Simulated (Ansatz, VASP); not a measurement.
# Se: VASP beside Ansatz

```
Se
1.0
     2.16793    0.00000    0.00000
     0.00000    2.16793    0.00000
     0.00000    0.00000    2.16793
Se
1
Cartesian
  0.0000 0.0000 0.0000
```

Change from the starting cell: volume scaled by 0.45, PAW files, source ansatz.

Alike in both runs: task single point; functional PBE; k mesh 15 × 15 × 15; occupations fermi-dirac, width 0.08 eV; no spin polarisation.

```csv
,VASP,Ansatz
version,VASP 6.6.1,Ansatz 0.2.0
potentials or method,"VASP PAW PBE potentials, release 64 (Se)","PAW with other files of Ansatz's library (source ansatz), scalar-relativistic"
plane-wave cutoff (eV),520,580
valence electrons in the cell,6,16
```

Ansatz gave:

* pressure (GPa): 278.6

Estimate VASP's values.

pressure (GPa): 283.4.

The two sets of potentials don't hold the same shells in valence.

Caveats: the cell as given lies far from equilibrium; so large a pressure means that the cell lies far from this level's equilibrium, or that cutoff or potentials fall short (VASP).
